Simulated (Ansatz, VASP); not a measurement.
One calculation of Ga, two programs

File INCAR:

```
PREC = Accurate
ENCUT = 520
EDIFF = 1E-7
ISMEAR = 0
SIGMA = 0.03
LREAL = F
LASPH = T
NELM = 100
ALGO = Normal
ISIF = 2
LWAVE = F
LCHARG = T
GGA = CA
LELF = T
LVHAR = T
NBANDS = 34
```

Contents of KPOINTS:

```
regular mesh
0
Gamma
  8 8 7
```

The input POSCAR:

```
Ga
1.0
    2.2178908173     -3.7419137528      0.0000000000
    2.2178908173      3.7419137528      0.0000000000
    0.0000000000      0.0000000000      4.4249628129
Ga
4
Direct
    0.8443628362      0.1556371638      0.0859373133
    0.6556371638      0.3443628362      0.5859373133
    0.1556371638      0.8443628362      0.9140626867
    0.3443628362      0.6556371638      0.4140626867
```

Input for Ansatz:

```yaml
crystal:
  lattice:
    - [2.2178908173, -3.7419137528, 0.0]
    - [2.2178908173, 3.7419137528, 0.0]
    - [0.0, 0.0, 4.4249628129]
  atoms:
    - { symbol: Ga, position: [0.8443628362, 0.1556371638, 0.0859373133] }
    - { symbol: Ga, position: [0.6556371638, 0.3443628362, 0.5859373133] }
    - { symbol: Ga, position: [0.1556371638, 0.8443628362, 0.9140626867] }
    - { symbol: Ga, position: [0.3443628362, 0.6556371638, 0.4140626867] }
hamiltonian:
  xc: lda
  pseudopotentials:
    kind: paw
    azcp:
      Ga: "pseudopotentials/Ga.paw.azcp"
basis:
  ecutwfc: 420
  fft_grid_basis: typed
kpoints:
  mp_grid: { grid: [8, 8, 7], shift: [0, 0, 0] }
magnetization:
  spin_polarized: false
scf:
  occupations: { method: gaussian, width: 0.03 }
  lower_state_search: "off"
output:
  stress: true
  write_density: true
  write_potential: true
  elf: true
  volumetric_format: npy
```

Alike in both runs: task single point; functional LDA; k mesh 8 × 8 × 7; occupations gaussian, width 0.03 eV; no spin polarisation.

|  | VASP | Ansatz |
| --- | --- | --- |
| version | VASP 6.6.1 | Ansatz 0.2.0 |
| potentials or method | VASP PAW LDA potentials, release 64 (Ga_d) | plane waves (420 eV) with PAW, scalar-relativistic |
| plane-wave cutoff (eV) | 520 | 420 |
| valence electrons in the cell | 52 | 52 |

VASP gave:

```
pressure (GPa)                                  : 0.2
largest component of the traceless stress (GPa) : 0.18
```

Q: Which values does Ansatz return?

A: Pressure (GPa): 0.0; largest component of the traceless stress (GPa): 0.13.

Ansatz warned: «pseudo_functional_mismatch».
